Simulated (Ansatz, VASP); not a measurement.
Mo: VASP beside Ansatz

File INCAR:

```
PREC = Accurate
ENCUT = 520
EDIFF = 1E-7
ISMEAR = -1
SIGMA = 0.05
LREAL = F
LASPH = T
NELM = 60
ALGO = Normal
ISIF = 2
LWAVE = F
LCHARG = T
GGA = RP
LELF = T
LVHAR = T
NBANDS = 13
```

File KPOINTS:

```
Automatic mesh
0
Gamma
  12 12 12
```

File POSCAR:

```
Mo
1.0
   -1.5838089719      1.5838089719      1.5838089719
    1.5838089719     -1.5838089719      1.5838089719
    1.5838089719      1.5838089719     -1.5838089719
Mo
1
Direct
    0.0000000000      0.0000000000      0.0000000000
```

input.yaml

```yaml
crystal:
  lattice:
    - [-1.5838089719, 1.5838089719, 1.5838089719]
    - [1.5838089719, -1.5838089719, 1.5838089719]
    - [1.5838089719, 1.5838089719, -1.5838089719]
  atoms:
    - { symbol: Mo, position: [0.0, 0.0, 0.0] }
kpoints:
  mp_grid: { grid: [12, 12, 12] }
  band_path:
    path:
      - [0.0, 0.0, 0.0]
      - [0.5, -0.5, 0.5]
      - [0.0, 0.0, 0.5]
      - [0.0, 0.0, 0.0]
      - [0.25, 0.25, 0.25]
      - [0.5, -0.5, 0.5]
    npoints: 8
scf:
  occupations: { method: fermi_dirac, width: 0.05 }
hamiltonian:
  xc: rpbe
  pseudopotentials: { kind: all_electron, lapw: { basis_error: 0.001 } }
output:
  forces: true
  stress: true
  eigenvalues: true
```

Alike in both runs: functional RPBE; k mesh 12 × 12 × 12; occupations fermi-dirac, width 0.05 eV; no spin polarisation.

|  | VASP | Ansatz |
| --- | --- | --- |
| version | VASP 6.6.1 | Ansatz 0.2.0 |
| potentials or method | VASP PAW PBE potentials, release 64 (Mo_sv) | all-electron LAPW, scalar-relativistic |
| plane-wave cutoff (eV) | 520 | see its input |
| task | single point | band structure |

Ansatz gave:

| Item | Value |
| --- | --- |
| gap on the k mesh at the Fermi level (eV) | none |
| pressure (GPa) | 1.5 |

Q: Which values does VASP return?

A: gap on the k mesh at the Fermi level (eV): none; pressure (GPa): 2.1.

A gap of «none» marks a metal or a gap that the smearing closes. Ansatz ran all-electron here, so the differences hold the error of VASP's frozen core and of both bases.

Caveats: the PAW data sets were made with another functional, which shifts forces and pressure a little (VASP).
